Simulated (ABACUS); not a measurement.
Write an ASE script for ABACUS 3.10.1 that does the following.

```yaml
Task: single point
Functional: LDA
Potentials_or_basis: PseudoDojo NC SR 0.4.1 PBE standard
Cutoff: 1361 eV
Density_cutoff: 5442 eV
Basis: DZP LCAO (the cutoffs set its grid)
k_mesh: 6 × 6 × 6
Occupations: fermi-dirac, width 0.05 eV
Spin: no spin polarisation
Radial_cutoff_of_the_potentials_pseudo_rcut: 7 bohr
Orbital_files: Ti Ti_confined-atom_7au_3s2p2d1f.orb, Al Al_confined-atom_8au_2s2p1d.orb
SCF_threshold_on_the_density: 1e-07
Max_SCF_steps: 100
Eigensolver: genelpa
Mixing: broyden
Mixing_share: 0.7
Symmetry_key: 1
```

The structure of TiAl lies in TiAl.cif:

```cif
data_TiAl
_cell_length_a 3.17906400
_cell_length_b 3.17906400
_cell_length_c 3.17906400
_cell_angle_alpha 90.00000000
_cell_angle_beta 90.00000000
_cell_angle_gamma 90.00000000
_space_group_name_H-M_alt 'P1'
_space_group_name_Hall 'P 1'
_space_group_IT_number 1
loop_
_space_group_symop_operation_xyz
'x,y,z'
loop_
_atom_site_label
_atom_site_type_symbol
_atom_site_symmetry_multiplicity
_atom_site_Wyckoff_symbol
_atom_site_fract_x
_atom_site_fract_y
_atom_site_fract_z
_atom_site_occupancy
Ti1 Ti 1 a 0.0000000000 0.0000000000 0.0000000000 1
Al1 Al 1 a 0.5000000000 0.5000000000 0.5000000000 1
```

The cell comes from a database or a generator and needn't be the stable form of this composition.

One way to write it, as run:

run_abacus.py

```python
"""ABACUS run from a structure file: ASE reads it, the script writes STRU, KPT and INPUT."""
import re
import subprocess
from ase.io import read
from ase.units import Bohr

atoms = read("TiAl.cif")
atoms = atoms[(-atoms.numbers).argsort(kind="stable")]  # ABACUS lists atoms element by element
pseudo = {'Ti': 'Ti.upf', 'Al': 'Al.upf'}
orbital = {'Ti': 'Ti_confined-atom_7au_3s2p2d1f.orb', 'Al': 'Al_confined-atom_8au_2s2p1d.orb'}
magmoms = None
kmesh = [6, 6, 6]
params = {
    'suffix': 'TiAl',
    'calculation': 'scf',
    'basis_type': 'lcao',
    'pseudo_dir': './',
    'orbital_dir': './',
    'symmetry': 1,
    'dft_functional': 'pz',
    'ecutwfc': 100,
    'pseudo_rcut': 7,
    'nspin': 1,
    'nbands': 18,
    'ks_solver': 'genelpa',
    'smearing_method': 'fd',
    'smearing_sigma': 0.00367493,
    'scf_thr': 1e-07,
    'scf_nmax': 100,
    'mixing_type': 'broyden',
    'mixing_beta': 0.7,
    'cal_force': 1,
    'cal_stress': 1,
    'out_mul': 1,
    'out_chg': 1,
    'out_pot': 2,
    'out_elf': 1,
}

symbols = atoms.get_chemical_symbols()
elements = list(dict.fromkeys(symbols))
lines = ["ATOMIC_SPECIES"] + [f"{e} {atoms.get_masses()[symbols.index(e)]:.4f} {pseudo[e]}" for e in elements]
if orbital:
    lines += ["", "NUMERICAL_ORBITAL"] + [orbital[e] for e in elements]
lines += ["", "LATTICE_CONSTANT", f"{1 / Bohr:.10f}", "", "LATTICE_VECTORS"]
lines += [" ".join(f"{x:.10f}" for x in v) for v in atoms.cell]
lines += ["", "ATOMIC_POSITIONS", "Direct"]
for e in elements:
    lines += ["", e, "0.0", str(symbols.count(e))]
    for i, p in enumerate(atoms.get_scaled_positions(wrap=False)):
        if symbols[i] == e:
            mag = "" if magmoms is None else " mag " + " ".join(str(x) for x in (magmoms[i] if isinstance(magmoms[i], list) else [magmoms[i]]))
            lines.append(" ".join(f"{x:.10f}" for x in p) + " 1 1 1" + mag)
open("STRU", "w").write("\n".join(lines) + "\n")
open("KPT", "w").write("K_POINTS\n0\nGamma\n%d %d %d 0 0 0\n" % tuple(kmesh))
open("INPUT", "w").write("INPUT_PARAMETERS\n" + "".join(f"{k:<20s}{v}\n" for k, v in params.items()))

done = subprocess.run(['mpirun', '-np', '4', 'abacus'])
if done.returncode:
    raise SystemExit(done.returncode)
log = open("OUT.TiAl/running_scf.log").read()
print("final energy (eV):", re.findall(r"FINAL_ETOT_IS (\S+)", log))
```

Potentials or basis: PseudoDojo NC SR 0.4.1 PBE standard, DZP LCAO (the cutoffs set its grid).

Command:

```console
$ OMP_NUM_THREADS=1 python run_abacus.py > log
```

It gave:

```yaml
Pressure: -3.4 GPa
Band_gap_on_the_k_mesh: none (metal or under the smearing width)
Mulliken_charges: Ti -0.11; Al +0.11 e
```

Caveat: the atomic orbitals were generated for these runs and aren't a published set; Mulliken charges move with the basis; the potentials were made for another functional, which shifts forces and pressure; the basis of atomic orbitals isn't converged, which shifts pressures, moduli and gaps.

Wall time 3.7 s on 4 MPI ranks on AMD EPYC 9R45 96-Core Processor (Zen 5), on a shared host, peak memory 0.48 GiB a rank.
